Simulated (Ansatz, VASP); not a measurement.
**SnSe in VASP and in Ansatz**

Contents of INCAR:

```
ALGO = Normal ; EDIFF = 1E-6
ENCUT = 520 ; GGA = PE
ISIF = 2 ; ISMEAR = -1
LASPH = True ; LCHARG = True
LELF = True ; LREAL = False
LVHAR = True ; LWAVE = False
NBANDS = 17 ; NELM = 60
PREC = Accurate ; SIGMA = 0.02
```

The input KPOINTS:

```
k-points
0
Gamma
  4 4 4
```

POSCAR

```
SnSe
1.0
    0.0000000000      3.3639842986      3.3639842986
    3.3639842986      0.0000000000      3.3639842986
    3.3639842986      3.3639842986      0.0000000000
Sn Se
1 1
Direct
    0.0000000000      0.0000000000      0.0000000000
    0.2500000000      0.2500000000      0.2500000000
```

Input for Ansatz:

```yaml
crystal:
  lattice:
    - [0.0, 3.3639842986, 3.3639842986]
    - [3.3639842986, 0.0, 3.3639842986]
    - [3.3639842986, 3.3639842986, 0.0]
  atoms:
    - { symbol: Sn, position: [0.0, 0.0, 0.0] }
    - { symbol: Se, position: [0.25, 0.25, 0.25] }
kpoints:
  mp_grid: { grid: [4, 4, 4] }
hamiltonian:
  xc: pbe
scf:
  occupations: { method: fermi_dirac, width: 0.02 }
  n_extra_bands: 4
output:
  forces: true
  stress: true
  eigenvalues: true
```

Alike in both runs: task single point; functional PBE; k mesh 4 × 4 × 4; occupations fermi-dirac, width 0.02 eV; no spin polarisation.

|  | VASP | Ansatz |
| --- | --- | --- |
| version | VASP 6.6.1 | Ansatz 0.2.0 |
| potentials or method | VASP PAW PBE potentials, release 64 (Sn_d, Se) | plane waves |
| plane-wave cutoff (eV) | 520 | 420 |
| valence electrons in the cell | 20 | 30 |

|  | VASP | Ansatz | Ansatz less VASP |
| --- | --- | --- | --- |
| pressure (GPa) | 0.2 | 0.2 | +0.01 |

With one functional, cell and mesh, what is left measures potentials, basis and numerics. The two sets of potentials don't hold the same shells in valence.

Caveats: the k mesh is coarse (spacing up to 0.40 Å⁻¹), so the values aren't converged.
